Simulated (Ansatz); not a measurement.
## Cold compression of Hf (diamond type)

```
Hf
1.0
     0.00000    3.27299    3.27299
     3.27299    0.00000    3.27299
     3.27299    3.27299    0.00000
Hf
2
Direct
  0.87500 0.87500 0.87500
  0.12500 0.12500 0.12500
```

The cell comes from a relaxation on PAW files under the same functional, begun from a prototype that needn't be the stable phase.

Its volume is scaled at fixed shape and fractional positions.

Computed with Ansatz 0.2.0; functional PBE, scalar-relativistic. Settings: a Γ-centred 12×12×12 k mesh, Fermi–Dirac smearing of 0.1 eV, no spin polarisation. Methods: LAPW: all electrons, basis error target 1 meV/atom; PAW: frozen-core files, cutoff 420 eV; crystal datasets: all electrons, by PAW datasets that the program makes for each cell; norm-conserving: pseudopotentials, cutoff 1143 eV; PAW (cutoff 300 eV): frozen-core files, cutoff 300 eV.

Energies are extrapolated to zero smearing and count from the unscaled cell; pressure is positive in compression; gaps take the mesh and a band path. No temperature or zero-point motion is included.

Spin–orbit coupling is left out, which matters for the heavy atoms.

| V/V0 | V (Å³/atom) | P LAPW (GPa) | ΔE LAPW (eV/atom) | P PAW − LAPW (GPa) | ΔE PAW − LAPW (meV/atom) |
| --- | --- | --- | --- | --- | --- |
| 1.00 | 35.06 | 0.05 | 0.000 | 0.00 | 0.0 |
| 0.95 | 33.31 | 1.64 | 0.008 | 0.00 | 0.0 |
| 0.85 | 29.80 | 5.69 | 0.083 | 0.00 | 0.2 |
| 0.75 | 26.30 | 12.22 | 0.265 | -0.01 | 0.1 |
| 0.65 | 22.79 | ? | ? | ? | ? |
| 0.55 | 19.28 | 55.9 | 1.504 | -0.02 | -0.4 |
| 0.45 | 15.78 | 119.5 | 3.327 | -0.13 | -1.8 |
| 0.40 | 14.02 | 182.8 | 4.949 | 0.06 | -2.5 |

Task: Fit the Vinet equation to the LAPW pressures shown (residuals weighted by 1/(|P| + 0.03·Pmax)), and predict the pressure of the withheld row.

Result: The fit gives V0 = 35.48 Å³/atom, B0 = 18.8 GPa and B0′ = 5.67. At 22.79 Å³/atom, x = (V/V0)^(1/3) = 0.8628, and P = 3·B0·(1 − x)/x²·exp[1.5·(B0′ − 1)·(1 − x)] = 27.2 GPa. The run itself gave 25.7 GPa (+5.7 % off) and ΔE = 0.650 eV/atom.

Task: At the smallest volume, how far do crystal datasets and norm-conserving and PAW (cutoff 300 eV) lie from LAPW in pressure?

Result: crystal datasets: 0.00 GPa; norm-conserving: -0.58 GPa; PAW (cutoff 300 eV): +9.76 GPa, on a LAPW pressure of 182.8 GPa.

Task: How do the Löwdin populations by LAPW change from the unscaled cell to the last row?

Result: Hf 5s 1.96 → 1.80, Hf 6s 1.12 → 0.57, Hf 5p 5.96 → 5.74, Hf 5d 2.92 → 3.92, Hf 4f 14.00 → 13.97 electrons an atom. These are projections on the shells that the free atoms fill; 0.08 e a cell lies outside them at the start and 0.07 e at the end.
